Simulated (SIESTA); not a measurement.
The system is TaN.

```xyz
2
Lattice="2.9380 0.0000 0.0000 -1.4690 2.5444 0.0000 0.0000 0.0000 2.8830" Properties=species:S:1:pos:R:3 pbc="T T T"
Ta    0.0000    0.0000    1.4415
N     1.4690    0.8481    0.0000
```

* Program: SIESTA 5.4.2
* Task: single point
* Functional: PBE
* Potentials or basis: PseudoDojo 0.4 standard (PBE files)
* Basis: DZP (energy shift 0.003 Ry; two zetas on semicore shells)
* Grid cutoff: 800 Ry
* Energy shift: 0.003 Ry
* k mesh: 10 × 10 × 9
* Occupations: fermi-dirac, width 0.05 eV
* Spin: no spin polarisation

On this cell: pressure 9.3 GPa; largest force under 0.003 eV/Å; band gap on the k mesh none (metal or under the smearing width).

The same run follows on a disturbed copy (atoms moved at random, drawn with an rms of 0.05 Å):

```
Ta N
1.0
     2.93800    0.00000    0.00000
    -1.46900    2.54438    0.00000
     0.00000    0.00000    2.88300
Ta N
1 1
Direct
  0.01144 0.00833 0.48326
  0.65255 0.33881 0.00587
```

What changes?

The energy (extrapolated to zero smearing) moves by +34.5 meV/atom; pressure 10.9 GPa; largest force 1.444 eV/Å; band gap on the k mesh none (metal or under the smearing width).

Forces in eV/Å, atoms in the order of the input:
```
Ta  -1.027 -0.144  1.005
N    1.027  0.144 -1.005
```

Stress tensor (GPa, compression positive):
```
 9.94  1.63 -1.80
 1.63  9.17 -0.31
-1.80 -0.31 13.59
```

Caveats: short orbitals over semicore shells can move pressures by several GPa; the basis of atomic orbitals isn't converged, which shifts pressures, moduli and gaps.
